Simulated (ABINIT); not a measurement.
# BaTiO3 (Barioperovskite) (Amm2) in ABINIT: reference runs

Aim: a first look at BaTiO3 (Barioperovskite) with PBE, on the cell as given and on a disturbed one.

All numbers are computed with ABINIT 10.8.3 (patched build); they aren't measurements. Logs are shortened: lines on timing, memory, paths and dates and some standing lists are left out, and cuts for length are marked. The log counts tension as positive stress, the text compression.

**1. Starting point**

Symmetry: Amm2, No. 38, orthorhombic system. The conventional cell has a = 3.986 Å, b = 5.674 Å, c = 5.690 Å, α = 90.00°, β = 90.00°, γ = 90.00°. Ba (site symmetry mm2) is surrounded by 12 O at 2.77 to 2.92 Å. Ti (site symmetry mm2) is surrounded by 6 O at 1.93 to 2.09 Å. Around O (site symmetry m) lie 2 Ti at 1.93 to 2.09 Å. O (site symmetry mm2) has 2 Ti at 2.00 Å as nearest neighbours.

**2. Single point, PBE**

run.abi reads:

```
# Pseudopotentials
pp_dirpath "./"
pseudos "Ba.GGA_PBE-JTH.xml, Ti.GGA_PBE-JTH.xml, O.GGA_PBE-JTH.xml"

# Structure
acell 3.9855 4.0178203211 4.0178203211 Angstrom
rprim
     1.0000000000     0.0000000000     0.0000000000
     0.0000000000     0.7060793598     0.7081327119
     0.0000000000    -0.7060793598     0.7081327119
ntypat 3
znucl 56 22 8
natom 5
typat 1 2 3 3 3
xred
     0.0000000000     0.0000000000     0.0000000000
     0.5000000000     0.5124000000     0.5124000000
     0.5000000000     0.9918400000     0.5052400000
     0.5000000000     0.5052400000     0.9918400000
     0.0000000000     0.4874000000     0.4874000000
chkprim 0
chksymtnons 0
tolsym 1.0e-6

# Plane-wave basis
ecut 23.0
pawecutdg 45.0
pawxcdev 0

# k points
kptopt 1
ngkpt 7 7 7
nshiftk 1
shiftk 0.0 0.0 0.0

# Exchange and correlation
ixc 11

# Bands and occupations
nband 24
occopt 3
tsmear 0.00183747

# SCF cycle
nstep 100
tolvrs 1.0e-9

# Output
iomode 3
prtwf 0
prtden 0
prteig 0
prtebands 0
enunit 1
```

Potentials or basis: JTH PAW PBE v2.0.

Launch:

```bash
mpirun --bind-to none -np 4 abinit run.abi > log 2>&1
```

run.abo:

```text
.Version 10.8.3 of ABINIT
 Symmetries : space group Am m 2 (# 38); Bravais oC (1-face-center ortho.)
================================================================================
 Values of the parameters that define the memory need of the present run
     intxc =       0    ionmov =       0      iscf =      17    lmnmax =      18
     lnmax =       6     mgfft =      36  mpssoang =       3    mqgrid =    3001
     natom =       5  nloc_mem =       2    nspden =       1   nspinor =       1
    nsppol =       1      nsym =       4    n1xccc =       1    ntypat =       3
    occopt =       3   xclevel =       2
       mpw =        2304          nfft =       46656          nkpt =          64
Pmy_natom=         2
 PAW method is used; the additional fine FFT grid is defined by:
   mgfftf=        48    nfftf =    110592
================================================================================
================================================================================

--------------------------------------------------------------------------------
------------- Echo of variables that govern the present computation ------------
--------------------------------------------------------------------------------
 -outvars: echo values of preprocessed input variables --------
            acell      7.5315034748E+00  7.5925800300E+00  7.5925800300E+00 Bohr
              amu      1.37327000E+02  4.78800000E+01  1.59994000E+01
          chkprim           0
      chksymtnons           0
             ecut      2.30000000E+01 Hartree
           enunit           1
                       outvar_i_n : Printing only first  50 k-points.
              ixc          11
                       outvar_i_n : Printing only first  50 k-points.
         kptrlatt        7    0    0      0    7    0      0    0    7
          kptrlen      5.27205243E+01
            natom           5
            nband          24
            ngfft          36      36      36
          ngfftdg          48      48      48
             nkpt          64
            nstep         100
             nsym           4
           ntypat           3
                       prtocc : prtvol=0, do not print more k-points.
           occopt           3
        pawecutdg      4.50000000E+01 Hartree
         pawxcdev           0
           prtden           0
        prtebands           0
           prteig           0
            prtwf           0
            rprim      1.0000000000E+00  0.0000000000E+00  0.0000000000E+00
                       0.0000000000E+00  7.0607935980E-01  7.0813271190E-01
                       0.0000000000E+00 -7.0607935980E-01  7.0813271190E-01
          spgroup          38
           tolsym      1.00000000E-06
           tolvrs      1.00000000E-09
           tsmear      1.83747000E-03 Hartree
            typat      1  2  3  3  3
           useylm           1
                       outvars : Printing only first  50 k-points.
           xangst      0.0000000000E+00  0.0000000000E+00  0.0000000000E+00
                       1.9927500000E+00 -4.9833444002E-17  2.9157097199E+00
                       1.9927500000E+00  1.3804355401E+00  4.2594171619E+00
                       1.9927500000E+00 -1.3804355401E+00  4.2594171619E+00
                       0.0000000000E+00  1.4082955070E-18  2.7734522199E+00
            xcart      0.0000000000E+00  0.0000000000E+00  0.0000000000E+00
                       3.7657517374E+00 -9.4171561074E-17  5.5098928333E+00
                       3.7657517374E+00  2.6086451052E+00  8.0491318919E+00
                       3.7657517374E+00 -2.6086451052E+00  8.0491318919E+00
                       0.0000000000E+00  2.6612928127E-18  5.2410651189E+00
             xred      0.0000000000E+00  0.0000000000E+00  0.0000000000E+00
                       5.0000000000E-01  5.1240000000E-01  5.1240000000E-01
                       5.0000000000E-01  9.9184000000E-01  5.0524000000E-01
                       5.0000000000E-01  5.0524000000E-01  9.9184000000E-01
                       0.0000000000E+00  4.8740000000E-01  4.8740000000E-01
            znucl       56.00000   22.00000    8.00000

================================================================================

 chkinp: Checking input parameters for consistency.

================================================================================
== DATASET  1 ==================================================================

--- !DatasetInfo
iteration_state: {dtset: 1, }
dimensions: {natom: 5, nkpt: 64, mband: 24, nsppol: 1, nspinor: 1, nspden: 1, mpw: 2304, }
cutoff_energies: {ecut:  23.0, pawecutdg:  45.0, }
electrons: {nelect:   4.00000000E+01, charge:   0.00000000E+00, occopt:   3.00000000E+00, tsmear:   1.83747000E-03, }
[... 116 lines left out ...]
...

 Integrated electronic density in atomic spheres:
 ------------------------------------------------
 Atom  Sphere_radius  Integrated_density
    1        2.31519          6.54652665
    2        2.30803         10.27459780
    3        1.41465          4.55542729
    4        1.41465          4.55542729
    5        1.41465          4.56432053

================================================================================

 ----iterations are completed or convergence reached----

 Mean square residual over all n,k,spin=   12.057E-08; max=  54.232E-06
 reduced coordinates (array xred) for    5 atoms
       0.000000000000      0.000000000000      0.000000000000
       0.500000000000      0.512400000000      0.512400000000
       0.500000000000      0.991840000000      0.505240000000
       0.500000000000      0.505240000000      0.991840000000
       0.000000000000      0.487400000000      0.487400000000
 rms dE/dt=  1.8598E-02; max dE/dt=  2.8753E-02; dE/dt below (all hartree)
    1       0.000000000000     -0.016337696329     -0.016337696329
    2       0.000000000000     -0.016427066790     -0.016427066790
    3       0.000000000000      0.026442287592      0.028753149355
    4       0.000000000000      0.028753149355      0.026442287592
    5       0.000000000000     -0.023052376837     -0.023052376837

 cartesian coordinates (angstrom) at end:
    1      0.00000000000000     0.00000000000000     0.00000000000000
    2      1.99275000000000    -0.00000000000000     2.91570971990518
    3      1.99275000000000     1.38043554005534     4.25941716186148
    4      1.99275000000000    -1.38043554005534     4.25941716186148
    5      0.00000000000000     0.00000000000000     2.77345221990980

 cartesian forces (hartree/bohr) at end:
    1     -0.00000000000000    -0.00000000000000     0.00301556626459
    2     -0.00000000000000    -0.00000000000000     0.00303218852045
    3     -0.00000000000000     0.00021552669839    -0.00515610139798
    4     -0.00000000000000    -0.00021552669839    -0.00515610139798
    5     -0.00000000000000     0.00000000000000     0.00426444801093
 frms,max,avg= 2.4459080E-03 5.1561014E-03   0.000E+00  0.000E+00  2.313E-05 h/b

 cartesian forces (eV/Angstrom) at end:
    1     -0.00000000000000    -0.00000000000000     0.15506665204205
    2     -0.00000000000000    -0.00000000000000     0.15592140280527
    3     -0.00000000000000     0.01108282843510    -0.26513739418171
    4     -0.00000000000000    -0.01108282843510    -0.26513739418171
    5     -0.00000000000000     0.00000000000000     0.21928673351609
 frms,max,avg= 1.2577365E-01 2.6513739E-01   0.000E+00  0.000E+00  1.189E-03 e/A
 length scales=  7.531503474805  7.592580029986  7.592580029986 bohr
              =  3.985500000000  4.017820321100  4.017820321100 angstroms
 Fermi (or HOMO) energy (eV) =   5.08862   Average Vxc (eV)= -11.30788
 Eigenvalues (   eV  ) for nkpt=  64  k points:
 kpt#   1, nband= 24, wtk=  0.00292, kpt=  0.0000  0.0000  0.0000 (reduced coord)
 -52.38505  -28.61969  -28.61831  -28.60299  -20.68286  -12.74962  -12.08490  -12.06916
  -5.86299   -5.85730   -5.84142    1.84853    1.85076    1.85133    2.92854    2.98479
   3.03982    3.78254    3.88602    3.93036    6.00026    6.06328    6.21966    8.18917
 prteigrs : prtvol=0 or 1, do not print more k-points.

--- !EnergyTerms
iteration_state     : {dtset: 1, }
comment             : Components of total free energy in Hartree
kinetic             :  3.97004012690276E+01
hartree             :  2.94581063399535E+01
xc                  : -2.18717598258815E+01
Ewald energy        : -1.03458783780569E+02
psp_core            :  9.30123218575888E+00
local_psp           : -9.02682424484565E+01
PAW spherical_terms :  3.87992645119982E+00
internal            : -1.33259119808967E+02
'-kT*entropy'       : -1.44647687439238E-11
total_energy        : -1.33259119808982E+02
total_energy_eV     : -3.62616537992167E+03
...

--- !EnergyTermsDC
iteration_state     : {dtset: 1, }
comment             : '"Double-counting" decomposition of free energy'
band_energy         : -1.42988331894070E+01
Ewald energy        : -1.03458783780569E+02
psp_core            :  9.30123218575888E+00
xc_dc               : -2.77458854070757E+01
PAW spherical_terms :  2.94314911553824E+00
internal            : -1.33259121075755E+02
'-kT*entropy'       : -1.44647687439238E-11
total_energy_dc     : -1.33259121075769E+02
total_energy_dc_eV  : -3.62616541439270E+03
...

--- !EnergyTermsWithPAWCore
iteration_state     : {dtset: 1, }
comment             : 'Components of total free energy, including PAW core contributions'
Total energy        : -9.21556022607430E+03
Total energy DC     : -9.21556022734108E+03
Total energy (eV)   : -2.50768168784808E+05
Total energy DC (eV): -2.50768168819279E+05
...

 Cartesian components of stress tensor (hartree/bohr^3)
  sigma(1 1)= -1.22538686E-04  sigma(3 2)=  0.00000000E+00
  sigma(2 2)= -1.27000682E-04  sigma(3 1)=  0.00000000E+00
  sigma(3 3)= -1.05373154E-04  sigma(2 1)=  0.00000000E+00

-Cartesian components of stress tensor (GPa)         [Pressure=  3.4806E+00 GPa]
- sigma(1 1)= -3.60521262E+00  sigma(3 2)=  0.00000000E+00
- sigma(2 2)= -3.73648907E+00  sigma(3 1)=  0.00000000E+00
- sigma(3 3)= -3.10018521E+00  sigma(2 1)=  0.00000000E+00

== END DATASET(S) ==============================================================
================================================================================

 -outvars: echo values of variables after computation  --------
            acell      7.5315034748E+00  7.5925800300E+00  7.5925800300E+00 Bohr
           etotal     -1.3325912108E+02
            fcart     -0.0000000000E+00 -1.2418253954E-19  3.0155662646E-03
                      -0.0000000000E+00 -4.5475420281E-20  3.0321885205E-03
                      -0.0000000000E+00  2.1552669839E-04 -5.1561013980E-03
                      -0.0000000000E+00 -2.1552669839E-04 -5.1561013980E-03
                      -0.0000000000E+00  9.0979085582E-20  4.2644480109E-03
            rprim      1.0000000000E+00  0.0000000000E+00  0.0000000000E+00
                       0.0000000000E+00  7.0607935980E-01  7.0813271190E-01
                       0.0000000000E+00 -7.0607935980E-01  7.0813271190E-01
           strten     -1.2253868619E-04 -1.2700068202E-04 -1.0537315368E-04
                       0.0000000000E+00  0.0000000000E+00  0.0000000000E+00
           xangst      0.0000000000E+00  0.0000000000E+00  0.0000000000E+00
                       1.9927500000E+00 -4.9833444002E-17  2.9157097199E+00
                       1.9927500000E+00  1.3804355401E+00  4.2594171619E+00
                       1.9927500000E+00 -1.3804355401E+00  4.2594171619E+00
                       0.0000000000E+00  1.4082955070E-18  2.7734522199E+00
             xred      0.0000000000E+00  0.0000000000E+00  0.0000000000E+00
                       5.0000000000E-01  5.1240000000E-01  5.1240000000E-01
                       5.0000000000E-01  9.9184000000E-01  5.0524000000E-01
                       5.0000000000E-01  5.0524000000E-01  9.9184000000E-01
                       0.0000000000E+00  4.8740000000E-01  4.8740000000E-01
 Calculation completed.
```

It took 47 s on 4 MPI ranks of Arm Neoverse V1, shared host; peak memory 0.52 GiB.

What came out:

* Free energy: -3626.1654 eV
* Pressure: 3.5 GPa
* Largest force: 0.265 eV/Å
* Band gap on the k mesh: 1.94 eV, indirect (least direct gap 2.07 eV)

Forces on the atoms (eV/Å):
```
Ba   0.000  0.000  0.155
Ti   0.000  0.000  0.156
O    0.000  0.011 -0.265
O    0.000 -0.011 -0.265
O    0.000  0.000  0.219
```

Stress tensor (GPa, compression positive):
```
3.61 0.00 0.00
0.00 3.74 0.00
0.00 0.00 3.10
```

Levels at points of the mesh, in eV from the valence-band top:
```csv
k point,band 17,band 18,band 19,band 20,band 21,band 22,band 23,band 24
"(0.00, 0.00, 0.00)",-1.02,-0.28,-0.17,-0.13,1.94,2.00,2.16,4.13
```

Caveat: this set's barium file shifts pressures by 1.5 GPa and gaps by 0.1 eV against other sets; spin-orbit coupling is left out, which moves the levels of the heavy elements; an odd mesh through Γ misses points on the zone boundary, where band edges often lie; the atomic spheres overlap. PBE gaps usually lie below the measured ones, often by a third to a half.

**3. Single point, PBE (atoms moved at random, drawn with an rms of 0.05 Å)**

run.abi reads:

```
# Pseudopotentials
pp_dirpath "./"
pseudos "Ba.GGA_PBE-JTH.xml, Ti.GGA_PBE-JTH.xml, O.GGA_PBE-JTH.xml"

# Structure
acell 3*1.0 Angstrom
rprim
     3.9855000000     0.0000000000     0.0000000000
     0.0000000000     2.8369000000     2.8451500000
     0.0000000000    -2.8369000000     2.8451500000
ntypat 3
znucl 56 22 8
natom 5
typat 1 2 3 3 3
xred
     0.0005220000    -0.0001460000     0.0060690000
     0.5039280000     0.5132700000     0.5199710000
     0.5003990000     0.9771650000     0.5031310000
     0.5168270000     0.5021070000     1.0096530000
     0.0052460000     0.4897220000     0.5025510000
chkprim 0
chksymtnons 0
tolsym 1.0e-6

# Plane-wave basis
ecut 625.861884 eV
pawecutdg 45.0
pawxcdev 0
pawovlp 30

# k points
kptopt 1
ngkpt 7 7 7
nshiftk 1
shiftk 0.0 0.0 0.0

# Exchange and correlation
ixc 11

# Bands and occupations
nband 24
occopt 3
tsmear 0.00183747

# SCF cycle
nstep 100
tolvrs 1.0e-9

# Output
iomode 3
prtwf 0
prtden 0
prteig 0
prtebands 0
enunit 1
```

Potentials or basis: JTH PAW PBE v2.0.

Launch:

```bash
mpirun --bind-to none -np 4 abinit run.abi > log 2>&1
```

run.abo:

```text
.Version 10.8.3 of ABINIT
 Symmetries : space group P1 (#  1); Bravais aP (primitive triclinic)
================================================================================
 Values of the parameters that define the memory need of the present run
     intxc =       0    ionmov =       0      iscf =      17    lmnmax =      18
     lnmax =       6     mgfft =      36  mpssoang =       3    mqgrid =    3001
     natom =       5  nloc_mem =       2    nspden =       1   nspinor =       1
    nsppol =       1      nsym =       1    n1xccc =       1    ntypat =       3
    occopt =       3   xclevel =       2
       mpw =        2304          nfft =       46656          nkpt =         172
Pmy_natom=         2
 PAW method is used; the additional fine FFT grid is defined by:
   mgfftf=        48    nfftf =    110592
================================================================================
================================================================================

--------------------------------------------------------------------------------
------------- Echo of variables that govern the present computation ------------
--------------------------------------------------------------------------------
 -outvars: echo values of preprocessed input variables --------
            acell      1.8897261259E+00  1.8897261259E+00  1.8897261259E+00 Bohr
              amu      1.37327000E+02  4.78800000E+01  1.59994000E+01
          chkprim           0
      chksymtnons           0
             ecut      2.30000000E+01 Hartree
[... 280 lines left out ...]
  sigma(2 2)= -1.45748322E-04  sigma(3 1)=  8.95678153E-07
  sigma(3 3)= -1.38798081E-04  sigma(2 1)= -1.29426800E-06

-Cartesian components of stress tensor (GPa)         [Pressure=  4.1424E+00 GPa]
- sigma(1 1)= -4.05548579E+00  sigma(3 2)= -1.21639784E+00
- sigma(2 2)= -4.28806369E+00  sigma(3 1)=  2.63517610E-02
- sigma(3 3)= -4.08358052E+00  sigma(2 1)= -3.80786792E-02

== END DATASET(S) ==============================================================
================================================================================

 -outvars: echo values of variables after computation  --------
            acell      1.8897261259E+00  1.8897261259E+00  1.8897261259E+00 Bohr
           etotal     -1.3325859347E+02
            fcart      2.4879658425E-03 -1.8518916115E-03  3.4231456772E-03
                      -8.1548303987E-04  3.3951133769E-03  9.8252055522E-04
                       1.1517488755E-03  1.7157766063E-03  6.2842427178E-03
                      -5.3021470254E-03  1.2392407391E-03 -1.1253145818E-02
                       2.4779153473E-03 -4.4982391107E-03  5.6323686779E-04
            rprim      3.9855000000E+00  0.0000000000E+00  0.0000000000E+00
                       0.0000000000E+00  2.8369000000E+00  2.8451500000E+00
                       0.0000000000E+00 -2.8369000000E+00  2.8451500000E+00
           strten     -1.3784316019E-04 -1.4574832248E-04 -1.3879808083E-04
                      -4.1344522247E-05  8.9567815263E-07 -1.2942679988E-06
           xangst      2.0804310000E-03 -1.7631333500E-02  1.6851823450E-02
                       2.0084050440E+00 -1.9010066900E-02  2.9397256311E+00
                       1.9943402145E+00  1.3447870546E+00  4.2116641644E+00
                       2.0598140085E+00 -1.4398572474E+00  4.3011839640E+00
                       2.0907933000E-02 -3.6394590100E-02  2.8231655259E+00
             xred      5.2200000000E-04 -1.4600000000E-04  6.0690000000E-03
                       5.0392800000E-01  5.1327000000E-01  5.1997100000E-01
                       5.0039900000E-01  9.7716500000E-01  5.0313100000E-01
                       5.1682700000E-01  5.0210700000E-01  1.0096530000E+00
                       5.2460000000E-03  4.8972200000E-01  5.0255100000E-01
 Calculation completed.
```

It took 2 min on 4 MPI ranks of Arm Neoverse V1, shared host; peak memory 0.64 GiB.

What came out:

```
Free energy            : -3626.1511 eV
Pressure               : 4.1 GPa
Largest force          : 0.643 eV/Å
Band gap on the k mesh : 1.96 eV, indirect (least direct gap 2.14 eV)
```

Forces on the atoms (eV/Å):
```
Ba   0.128 -0.095  0.176
Ti  -0.042  0.175  0.051
O    0.059  0.088  0.323
O   -0.273  0.064 -0.579
O    0.127 -0.231  0.029
```

Stress tensor (GPa, compression positive):
```
 4.06  0.04 -0.03
 0.04  4.29  1.22
-0.03  1.22  4.08
```

Caveat: this set's barium file shifts pressures by 1.5 GPa and gaps by 0.1 eV against other sets; spin-orbit coupling is left out, which moves the levels of the heavy elements; an odd mesh through Γ misses points on the zone boundary, where band edges often lie; the atomic spheres overlap.
